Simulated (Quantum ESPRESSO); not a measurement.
Crystal: KF (Carobbiite).

```
K F
1.0
     0.00000    2.67185    2.67185
     2.67185    0.00000    2.67185
     2.67185    2.67185    0.00000
K F
1 1
Direct
  0.00000 0.00000 0.00000
  0.50000 0.50000 0.50000
```

```yaml
Program: Quantum ESPRESSO 7.5
Task: phonons
Functional: PBE
Potentials_or_basis: PseudoDojo 0.4.1 SR PBE standard
Cutoff: 1143 eV
Density_cutoff: 4572 eV
k_mesh: 4 × 4 × 4, shifted
Occupations: fermi-dirac, width 0.05 eV
Spin: no spin polarisation
Target_pressure: 2 GPa
Mixing_beta: 0.5
Most_SCF_iterations: 120
SCF_threshold: 4e-10 Ry
```

The cell and the atoms were relaxed first at 2 GPa, to 18.71 Å³/atom (a = 3.754 Å, b = 3.754 Å, c = 3.754 Å, α = 60.00°, β = 60.00°, γ = 60.00°), and the response was taken there.

The first run showed a gap, so the response started from a second, tighter run with fixed occupations.

The run gives a transverse optical frequency of 192 cm⁻¹, an electronic dielectric constant of 1.99 and Born charges of ±1.14 e.

**Question.** What are the longitudinal frequency and the static dielectric constant?

**Answer.** The longitudinal mode lies at 322 cm⁻¹, 130 cm⁻¹ over the transverse one, and the static constant is 5.63. The two agree with the Lyddane-Sachs-Teller relation: (322/192)² = 2.81 and 5.63/1.99 = 2.83.
